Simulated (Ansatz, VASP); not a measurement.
**MoS2 in VASP and in Ansatz**

The input INCAR:

```
SYSTEM = MoS2
PREC     = Accurate       ! precision mode
ENCUT    = 520            ! plane-wave cutoff, eV
EDIFF    = 1E-7           ! SCF threshold, eV
ISMEAR   = -1             ! smearing method
SIGMA    = 0.05           ! smearing width, eV
LREAL    = .False.        ! projectors in reciprocal space
LASPH    = .True.         ! aspherical terms in the spheres
NELM     = 80             ! most SCF steps
ALGO     = Normal         ! electronic algorithm
ISIF     = 2              ! what is computed and relaxed
LWAVE    = .False.        ! write WAVECAR
LCHARG   = .False.        ! write CHGCAR
GGA      = PS             ! functional
NBANDS   = 20             ! bands
```

File KPOINTS:

```
Automatic mesh
0
Gamma
  10 10 10
  0 0 0
```

The input POSCAR:

```
MoS2
1.0
    1.5800000000      0.9122134253      6.1500000000
   -1.5800000000      0.9122134253      6.1500000000
    0.0000000000     -1.8244268506      6.1500000000
Mo S
1 2
Direct
    0.0010860000     -0.0053460000      0.0022860000
    0.3938190000      0.4317550000      0.4335890000
    0.2419980000      0.2439430000      0.2603120000
```

Contents of input.yaml:

```yaml
crystal:
  lattice:
    - [1.58, 0.9122134253, 6.15]
    - [-1.58, 0.9122134253, 6.15]
    - [0.0, -1.8244268506, 6.15]
  atoms:
    - { symbol: Mo, position: [0.001086, -0.005346, 0.002286] }
    - { symbol: S, position: [0.393819, 0.431755, 0.433589] }
    - { symbol: S, position: [0.241998, 0.243943, 0.260312] }
hamiltonian:
  xc: pbesol
  pseudopotentials: { kind: paw }
kpoints:
  mp_grid: { grid: [10, 10, 10] }
scf:
  occupations: { method: fermi_dirac, width: 0.05 }
output:
  forces: true
  stress: true
  eigenvalues: true
```

Change from the starting cell: atoms moved at random, drawn with an rms of 0.05 Å.

Alike in both runs: task single point; functional PBEsol; k mesh 10 × 10 × 10; occupations fermi-dirac, width 0.05 eV; no spin polarisation.

|  | VASP | Ansatz |
| --- | --- | --- |
| version | VASP 6.6.1 | Ansatz 0.2.0 |
| potentials or method | VASP PAW PBE potentials, release 64 (Mo_sv, S) | Ansatz PAW |
| plane-wave cutoff (eV) | 520 | 420 |
| valence electrons in the cell | 26 | 26 |

```tsv
	VASP	Ansatz	Ansatz less VASP
gap on the k mesh at the Fermi level (eV)	0.86	0.85	-0.017
least direct gap on the mesh (eV)	1.92	1.90	-0.014
pressure (GPa)	-3.0	-3.0	+0.01
largest component of the traceless stress (GPa)	2.06	2.06	0.000
rms of the force components (eV/Å)	0.539	0.539	-0.0002
```

Atom by atom the forces differ by 0.001 eV/Å (rms over components).

Caveats: the PAW data sets were made with another functional, which shifts forces and pressure a little (VASP); the PAW data sets come from PBE, with cores solved anew for the run's functional, which leaves a small shift of forces and pressure (Ansatz). A k mesh can miss the band edges.
